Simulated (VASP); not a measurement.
# Fe (P6/mmm) in VASP: a series of runs

Runs on Fe. Level: PBE. Tasks: single point.

Program: VASP 6.6.1. These are calculated values, not measurements. Logs are shortened: lines on timing, memory, paths and dates and some standing lists are left out, and cuts for length are marked.

**1. The crystal as given**

It takes space group P6/mmm (No. 191, hexagonal). The conventional cell has a = 4.181 Å, b = 4.181 Å, c = 2.375 Å, α = 90.00°, β = 90.00°, γ = 120.00°. Around Fe (site symmetry 6/mmm) lie 14 Fe at 2.37 to 2.69 Å. Around Fe (site symmetry -6m2) lie 11 Fe at 2.37 to 2.69 Å.

The cell was built by a generator and needn't be a form met in nature.

**2. Single point, PBE, collinear spin, typed start**

Input file INCAR:

```
SYSTEM = Fe
  PREC = Accurate
  ENCUT = 520
  EDIFF = 1E-6
  ISMEAR = 0
  SIGMA = 0.1
  LREAL = .FALSE.
  LASPH = .TRUE.
  NELM = 150
  ALGO = Fast
  ISIF = 2
  LWAVE = .FALSE.
  LCHARG = .FALSE.
  ISPIN = 2
  MAGMOM = 2.79 2.79 2.79
  LORBIT = 11
  LMAXMIX = 4
  GGA = PE
  NBANDS = 23
```

Input file KPOINTS:

```
Automatic mesh
0
G
  12 12 20
  0 0 0
```

Input file POSCAR:

```
Fe
1.0
    4.1805805212      0.0000000000      0.0000000000
   -2.0902902606      3.6204889339      0.0000000000
    0.0000000000      0.0000000000      2.3748538903
Fe
3
Direct
    0.0000000000      0.0000000000      0.0000000000
    0.3333333333      0.6666666667      0.5000000000
    0.6666666667      0.3333333333      0.5000000000
```

Potentials or basis: VASP PAW PBE potentials, release 64 (Fe).

Run with:

```
$ cat potpaw_PBE.64/Fe/POTCAR > POTCAR
$ mpirun -np 1 vasp_std > vasp.out
```

OUTCAR:

```text
SYSTEM = Fe
   PREC = Accurate
   ENCUT = 520
   EDIFF = 1E-6
   ISMEAR = 0
   LREAL = .FALSE.
   LASPH = .TRUE.
   NELM = 150
   ISIF = 2
   ISPIN = 2
   LORBIT = 11
   GGA = PE

 ion  position               nearest neighbor table
   1  0.000  0.000  0.000-   2 2.69   3 2.69   2 2.69   3 2.69   2 2.69   2 2.69   3 2.69   3 2.69
                             3 2.69   3 2.69   2 2.69   2 2.69
   2  0.333  0.667  0.500-   3 2.41   3 2.41   3 2.41   1 2.69   1 2.69   1 2.69   1 2.69   1 2.69
                             1 2.69
   3  0.667  0.333  0.500-   2 2.41   2 2.41   2 2.41   1 2.69   1 2.69   1 2.69   1 2.69   1 2.69
                             1 2.69

  LATTYP: Found a hexagonal cell.
 ALAT       =     4.1805805212
 C/A-ratio  =     0.5680679700

  Lattice vectors:

 A1 = (   4.1805805212,   0.0000000000,   0.0000000000)
 A2 = (  -2.0902902606,   3.6204889339,   0.0000000000)
 A3 = (   0.0000000000,   0.0000000000,   2.3748538903)

Analysis of symmetry for initial positions (statically):
=====================================================================
 Subroutine PRICEL returns:
 Original cell was already a primitive cell.

 Routine SETGRP: Setting up the symmetry group for a
 hexagonal supercell.

 Subroutine GETGRP returns: Found 24 space group operations
 (whereof 24 operations were pure point group operations)
 out of a pool of 24 trial point group operations.

The static configuration has the point symmetry D_6h.

Analysis of symmetry for dynamics (positions and initial velocities):
=====================================================================
 Subroutine PRICEL returns:
 Original cell was already a primitive cell.

 Routine SETGRP: Setting up the symmetry group for a
 hexagonal supercell.

 Subroutine GETGRP returns: Found 24 space group operations
 (whereof 24 operations were pure point group operations)
 out of a pool of 24 trial point group operations.

The dynamic configuration has the point symmetry D_6h.

Analysis of structural, dynamic, and magnetic symmetry:
=====================================================================
 Subroutine PRICEL returns:
 Original cell was already a primitive cell.

 Routine SETGRP: Setting up the symmetry group for a
 hexagonal supercell.

 Subroutine GETGRP returns: Found 24 space group operations
 (whereof 24 operations were pure point group operations)
 out of a pool of 24 trial point group operations.

The overall configuration has the point symmetry D_6h.

 Subroutine INISYM returns: Found 24 space group operations
 (whereof 24 operations are pure point group operations),
 and found     1 'primitive' translations

----------------------------------------------------------------------------------------

                                     Primitive cell

  volume of cell :      35.9452

  direct lattice vectors                    reciprocal lattice vectors
     4.180580521  0.000000000  0.000000000     0.239201229  0.138102894  0.000000000
    -2.090290261  3.620488934  0.000000000     0.000000000  0.276205788  0.000000000
     0.000000000  0.000000000  2.374853890     0.000000000  0.000000000  0.421078536

  length of vectors
     4.180580521  4.180580521  2.374853890     0.276205788  0.276205788  0.421078536

  position of ions in fractional coordinates (direct lattice)
     0.000000000  0.000000000  0.000000000
     0.333333333  0.666666667  0.500000000
     0.666666667  0.333333333  0.500000000

  ion indices of the primitive-cell ions
   primitive index   ion index
                 1           1
                 2           2
                 3           3

----------------------------------------------------------------------------------------

 KPOINTS: Automatic mesh

Automatic generation of k-mesh.
 Grid dimensions read from file:
 generate k-points for:   12   12   20

 Generating k-lattice:

  Cartesian coordinates                     Fractional coordinates (reciprocal lattice)
     0.019933436  0.011508575  0.000000000     0.083333333 -0.000000000  0.000000000
     0.000000000  0.023017149  0.000000000     0.000000000  0.083333333  0.000000000
     0.000000000  0.000000000  0.021053927     0.000000000  0.000000000  0.050000000

  Length of vectors
     0.023017149  0.023017149  0.021053927

  Shift w.r.t. Gamma in fractional coordinates (k-lattice)
     0.000000000  0.000000000  0.000000000

 Subroutine IBZKPT returns following result:
 ===========================================

 Found    209 irreducible k-points:

 Following reciprocal coordinates:
            Coordinates               Weight
  0.000000  0.000000  0.000000      1.000000
  0.083333  0.000000  0.000000      6.000000
  0.166667  0.000000  0.000000      6.000000
  0.250000  0.000000  0.000000      6.000000
  0.333333  0.000000  0.000000      6.000000
  0.416667  0.000000  0.000000      6.000000
[... 16 lines left out ...]
  0.250000  0.000000  0.050000     12.000000
  0.333333  0.000000  0.050000     12.000000
 [... further k-points ...]
   k-points           NKPTS =    209   k-points in BZ     NKDIM =    209   number of bands    NBANDS=     23
   number of dos      NEDOS =    301   number of ions     NIONS =      3
   total plane-waves  NPLWV =  18432
   dimension x,y,z NGX =    32 NGY =   32 NGZ =   18
   dimension x,y,z NGXF=    64 NGYF=   64 NGZF=   36
   ions per type =               3
   NGX,Y,Z   is equivalent  to a cutoff of  12.73, 12.73, 12.60 a.u.
   NGXF,Y,Z  is equivalent  to a cutoff of  25.45, 25.45, 25.20 a.u.
 SYSTEM =  Fe
   PREC   = accura    normal or accurate (medium, high low for compatibility)
   ISTART =      0    job   : 0-new  1-cont  2-samecut
   ICHARG =      2    charge: 1-file 2-atom 10-const
   ISPIN  =      2    spin polarized calculation?
   LNONCOLLINEAR =      F non collinear calculations
   LSORBIT =      F    spin-orbit coupling
   LASPH  =      T    aspherical Exc in radial PAW
   ENCUT  =  520.0 eV  38.22 Ry    6.18 a.u.   7.77  7.77  4.42*2*pi/ulx,y,z
   NELM   =    150;   NELMIN=  2; NELMDL= -5     # of ELM steps
   EDIFF  = 0.1E-05   stopping-criterion for ELM
   LREAL  =      F    real-space projection
   EDIFFG = 0.1E-04   stopping-criterion for IOM
   NSW    =      0    number of steps for IOM
   IBRION =     -1    ionic relax: 0-MD 1-quasi-New 2-CG
   NFREE  =      0    steps in history (QN), initial steepest desc. (CG)
   ISIF   =      2    stress and relaxation
   ISYM   =      2    0-nonsym 1-usesym 2-fastsym
   POTIM  = 0.5000    time-step for ionic-motion
   TEBEG  =    0.0;   TEEND  =   0.0 temperature during run
   PSTRESS=    0.0 pullay stress
   NELECT =      24.0000    total number of electrons
   NUPDOWN=      -1.0000    fix difference up-down
   EMIN   =  10.00;   EMAX   =-10.00  energy-range for DOS
   EFERMI =   0.00;   METHOD = LEGACY
   ISMEAR =     0;   SIGMA  =   0.10  broadening in eV -4-tet -1-fermi 0-gaus
   EFERMI_NEDOS =   21; number of points for ismear=-14 and -15
   IALGO  =     68    algorithm
   IMIX   =      4    mixing-type and parameters
     AMIX     =   0.40;   BMIX     =  1.00
     AMIX_MAG =   1.60;   BMIX_MAG =  1.00
  volume/ion in A,a.u.               =      11.98        80.86
  Fermi-wavevector in a.u.,A,eV,Ry     =   1.430864  2.703941 27.856182  2.047372
  Thomas-Fermi vector in A             =   2.550663
   LORBIT       =     11    0 simple, 1 ext, 2 COOP (PROOUT), +10 PAW based schemes
   GGA     = PE    functional components
   LHFCALC =     F    Hartree Fock is set to
   AEXX    =    0.0000 exact exchange contribution
   IVDW    =     0    specifies the selected vdW correction
   LEPSILON=     F    determine dielectric tensor
   LRPA    =     F    only Hartree local field effects (RPA)
 spin polarized calculation
 RMM-DIIS sequential band-by-band and
 Gauss-broadening in eV      SIGMA  =   0.10
  energy-cutoff  :      520.00
  volume of cell :       35.95
 maximum number of plane-waves:       986
 NGX is ok and might be reduce to    32
   NGX = 15   NGY = 15   NGZ =  9

 number of electron      24.0000012 magnetization       7.4455347

 Free energy of the ion-electron system (eV)
  ---------------------------------------------------
  ext. energy  EPLUGINS =         0.00000000
  ---------------------------------------------------
  free energy    TOTEN  =       -24.13318805 eV

  energy without entropy =      -24.11831392  energy(sigma->0) =      -24.12575098

 E-fermi :   5.5752     XC(G=0): -12.7945

 val. band max:        5.5724184258   @ k =   0.1667   0.0000   0.1000
 cond. band min:       5.5771068083   @ k =   0.0000   0.0000   0.4500
 fundamental gap:      0.0046883825
 Fermi energy:         5.5751893427

 spin component 1

 k-point     1 :       0.0000    0.0000    0.0000
  band No.  band energies     occupation
      1      -2.8549      1.00000
      2       1.1374      1.00000
      3       2.2492      1.00000
      4       2.2492      1.00000
      5       2.3089      1.00000
      6       2.3823      1.00000
[... 15 lines left out ...]
     22      13.6000      0.00000
     23      23.4846      0.00000

 k-point     2 :       0.0833    0.0000    0.0000
  band No.  band energies     occupation
      1      -2.7674      1.00000
      2       1.1439      1.00000
      3       1.9768      1.00000
      4       2.1288      1.00000
      5       2.2731      1.00000
      6       2.5030      1.00000
[... 15 lines left out ...]
     22      14.2215      0.00000
     23      23.6113      0.00000
[... 544 lines left out ...]
     22      17.8882      0.00000
     23      23.6604      0.00000

 k-point    24 :       0.3333    0.0000    0.0500
  band No.  band energies     occupation
      1      -1.4629      1.00000
      2       0.8574      1.00000
      3       1.1454      1.00000
      4       1.8938      1.00000
      5       2.0830      1.00000
      6       2.4313      1.00000
[... 15 lines left out ...]
     22      19.8972      0.00000
     23      23.1462      0.00000

 [... further k-points ...]

 spin component 2

 k-point     1 :       0.0000    0.0000    0.0000
  band No.  band energies     occupation
      1      -2.6048      1.00000
      2       2.6561      1.00000
      3       3.8849      1.00000
      4       3.8849      1.00000
      5       3.8890      1.00000
      6       3.8890      1.00000
[... 15 lines left out ...]
     22      14.6079      0.00000
     23      24.0477      0.00000

 k-point     2 :       0.0833    0.0000    0.0000
  band No.  band energies     occupation
      1      -2.5168      1.00000
      2       2.6434      1.00000
      3       3.5431      1.00000
      4       3.7893      1.00000
      5       3.7899      1.00000
      6       4.0703      1.00000
[... 15 lines left out ...]
     22      15.1740      0.00000
     23      24.1831      0.00000
[... 544 lines left out ...]
     22      18.6058      0.00000
     23      24.2927      0.00000

 k-point    24 :       0.3333    0.0000    0.0500
  band No.  band energies     occupation
      1      -1.1890      1.00000
      2       1.8527      1.00000
      3       2.3380      1.00000
      4       3.5655      1.00000
      5       3.9841      1.00000
      6       4.2083      1.00000
[... 15 lines left out ...]
     22      20.5007      0.00000
     23      23.5938      0.00000

 [... further k-points ...]

------------------------ aborting loop because EDIFF is reached ----------------------------------------

  FORCE on cell =-STRESS in cart. coord.  units (eV):
  Direction    XX          YY          ZZ          XY          YZ          ZX
  --------------------------------------------------------------------------------------
  -------------------------------------------------------------------------------------
  Total        0.0026812      0.0026812     -0.0834255      0.0000000     -0.0000000      0.0000000
  in kB        0.1195098      0.1195098     -3.7185083      0.0000000     -0.0000000      0.0000000
  external PRESSURE =      -1.1598296 kB  Pullay stress =       0.0000000 kB

 VOLUME and BASIS-vectors are now :
 -----------------------------------------------------------------------------
  energy-cutoff  :      520.00
  volume of cell :       35.95
      direct lattice vectors                 reciprocal lattice vectors
     4.180580521  0.000000000  0.000000000     0.239201229  0.138102894  0.000000000
    -2.090290261  3.620488934  0.000000000     0.000000000  0.276205788  0.000000000
     0.000000000  0.000000000  2.374853890     0.000000000  0.000000000  0.421078536

 POSITION                                       TOTAL-FORCE (eV/Angst)
 -----------------------------------------------------------------------------------
      0.00000      0.00000      0.00000         0.000000      0.000000      0.000000
     -0.00000      2.41366      1.18743         0.000000      0.000000      0.000000
      2.09029      1.20683      1.18743        -0.000000      0.000000     -0.000000
 -----------------------------------------------------------------------------------
    total drift:                               -0.000000      0.000000      0.000000

  FREE ENERGIE OF THE ION-ELECTRON SYSTEM (eV)
  ---------------------------------------------------
  free  energy   TOTEN  =       -24.1331880493 eV

  energy  without entropy=      -24.1183139201  energy(sigma->0) =      -24.12575098

 total charge

# of ion       s       p       d       tot
------------------------------------------
    1        0.461   0.494   6.180   7.135
    2        0.484   0.491   6.239   7.213
    3        0.484   0.491   6.239   7.213
--------------------------------------------------
tot          1.429   1.475  18.658  21.562

 magnetization (x)

# of ion       s       p       d       tot
------------------------------------------
    1       -0.010  -0.049   2.622   2.563
    2       -0.011  -0.030   2.475   2.434
    3       -0.011  -0.030   2.475   2.434
--------------------------------------------------
tot         -0.032  -0.109   7.572   7.431
```

Run time: 3.6 min. Hardware: 1 thread of Intel Xeon Platinum 8259CL at 2.50GHz (Skylake/Cascade Lake), shared host; peak memory 0.34 GiB.

Results:

```yaml
Free_energy: -24.1332 eV
Pressure: -0.1 GPa
Band_gap_on_the_k_mesh: none (metal or under the smearing width)
Net_moment: 7.45 μB per cell
Site_moments: Fe +2.56, +2.43 μB
Valence_electrons_inside_the_program's_atomic_spheres: Fe 7.13, 7.21
```

(Part 1 of 2 ends here.)
